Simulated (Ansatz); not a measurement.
The system is CdS (Hawleyite).

```
CELL_PARAMETERS angstrom
0.00000 2.91650 2.91650
2.91650 0.00000 2.91650
2.91650 2.91650 0.00000
ATOMIC_POSITIONS crystal
Cd 0.00000 0.00000 0.00000
S 0.75000 0.75000 0.75000
```

```yaml
Program: Ansatz 0.2.0
Task: relaxation of cell and atoms
Functional: PBE
Potentials_or_basis: Ansatz PAW
Cutoff: "420 eV (not typed: the program's choice for these potentials)"
k_mesh: 8 × 8 × 8
Occupations: fermi-dirac, width 0.05 eV
Spin: no spin polarisation
```

At the start: volume 24.81 Å³/atom.

**Question.** How do energy, volume and symmetry change on relaxing?

**Answer.** It ends after 4 steps and the volume is 26.02 Å³/atom (+4.9 %); space group F-43m (No. 216, to 0.05 Å).

Step by step:
```
step  energy change (eV)  largest force (eV/Å)  volume (Å³)
   1              0.0000                0.0000        49.62
   2             -0.0201                0.0000        51.91
   3             -0.0202                0.0000        52.04
   4             -0.0207                0.0000        52.04
```

Final structure:
```
Cd S
1.0
     0.00000    2.96321    2.96321
     2.96321    0.00000    2.96321
     2.96321    2.96321    0.00000
Cd S
1 1
Cartesian
  0.0000 0.0000 0.0000
  4.4448 4.4448 4.4448
```

Caveat: the plane-wave basis is chosen anew once the cell has moved, so the energies of steps on either side of that aren't comparable.
